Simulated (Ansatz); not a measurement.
What DFT gives for NbSi

```xyz
4
Lattice="0.0000 3.2267 0.0000 3.2267 0.0000 0.0000 1.6134 1.6134 -5.5184" Properties=species:S:1:pos:R:3 pbc="T T T"
Nb    0.0000    0.0000    0.0000
Nb    1.6134    3.2267   -2.7592
Si    1.6134    1.6134    0.0000
Si    3.2267    1.6134   -2.7592
```

Level: r2SCAN, no spin polarisation; 500 eV; 11×11×11 Γ-centred mesh; fermi-dirac occupations (width 0.1 eV); Ansatz 0.2.0, fixed geometry.

Task: What does the stress say?

Result: The pressure is 54.2 GPa (compression positive), so with the atoms held at these fractions the cell would first expand. The principal stresses 0.0, 81.3, 81.3 GPa differ, so its shape would change too.

Task: Give the Bader charges.

Result: Bader charges in e: Nb +0.36, Si -0.36. In the mean Nb gives up most and Si takes most.

Task: Are the atoms at rest?

Result: The forces vanish by the symmetry of the sites.

Task: Metal or insulator?

Result: It is a metal, with about 3 states/eV a cell as the mean within 0.25 eV of the Fermi level, mostly Nb d (81 %).

Origin: a known structure type with other elements, at an estimated volume, so it need not be a known compound. Caveats: atoms or cell far from equilibrium.
